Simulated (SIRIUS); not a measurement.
Runs of SIRIUS 7.12.0 on PbSe (Clausthalite). The structure is cubic, space group Fm-3m (No. 225). The conventional cell has a = 6.121 Å, b = 6.121 Å, c = 6.121 Å, α = 90.00°, β = 90.00°, γ = 90.00°. Pb (site symmetry m-3m) is surrounded by 6 Se at 3.06 Å. Se (site symmetry m-3m) has 6 Pb at 3.06 Å as nearest neighbours. 

```tsv
task	level	potentials or basis	spin	smearing	valence relativity	reference energy of the basis	coordinate units	start of the SCF	core relativity	gap on the mesh (eV)	V0 of scaled cells (Å³/atom)	B0 (GPa)
single point	SG4	all-electron FP-LAPW (no relativity for the valence), apw+lo standard	collinear, ferromagnetic start	fermi-dirac 0.1 eV	none	0.2 Ha	scaled	LDA density	-	0.46	-	-
single point	PBEsol	all-electron FP-LAPW, apw+lo standard	off	fermi-dirac 0.05 eV	iora	0.15 Ha	-	LDA density	-	0.20	-	-
equation of state	PBEsol	all-electron FP-LAPW, apw+lo standard	off	fermi-dirac 0.05 eV	iora	-	-	-	-	-	28.40	53
equation of state	AM05	all-electron FP-LAPW, apw+lo standard	off	fermi-dirac 0.05 eV	iora	-	-	-	-	-	(b)	50
band structure	PBE	all-electron FP-LAPW (ZORA valence), apw+lo standard	off	fermi-dirac 0.05 eV	zora	0.15 Ha	-	LDA density	dirac	(a)	-	-
```

Alike in all rows: cell as given; k mesh 8 × 8 × 8; cutoff (eV) 167.

Task: Fill in the values left out.

Result: (a) 0.29; (b) 28.69.

Caveats: spin-orbit coupling is left out, which as a rule narrows the gap of such compounds by several tenths of an eV (some runs); the basis cutoff falls short for Ag, Pd and Pb here, so volumes come out up to a per cent or two small and moduli rough (some runs); relativity is left out for the valence states, which matters for the heavier elements (some runs).

A k mesh can miss the band edges, and the runs leave out spin-orbit coupling on Pb, Se.

A gap of «none» marks a metal or a gap under the smearing width.

Not every run made on this cell is shown here.
